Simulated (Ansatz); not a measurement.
`OCCO` + `[SiH3]S` → `OCS[SiH3]` + CH₃OH  (substitution at a C–C bond)

Calculated with Ansatz (gas phase, PBE0-D4/def2-TZVP geometries, no zero-point term in ΔE). CCSD(T)/CBS is the MP2 limit (def2-TZVPP, def2-QZVPP) plus CCSD(T) − MP2 in def2-TZVPP, frozen cores. This one scheme is used for every species. One conformer a species, not always the lowest.

```csv
species,CCSD/CBS(def2) energy (Eh)
`OCCO`,-230.01610
`[SiH3]S`,-689.25997
`OCS[SiH3]`,-803.66162
CH₃OH,-115.60252
```

Task: Work out ΔE.

Result: ΔE = (-803.66162) + (-115.60252) − (-230.01610) − (-689.25997) = 0.01193 Eh = +0.32 eV. CCSD(T)/CBS gives +0.30 eV.

Largest T1 diagnostic among the species: 0.012.

From PBE to PBE0 (25 % exact exchange), in def2-TZVPP and without D4, ΔE moves by +0.05 eV. The D4 term adds −0.04 eV with B3LYP and −0.02 eV with PBE0; it sums over pairs of atoms, weighted by their polarisabilities, and B3LYP, whose exchange is more repulsive, gets the larger term.

B3LYP here is the variant with VWN-RPA as its local correlation; programs differ in this.
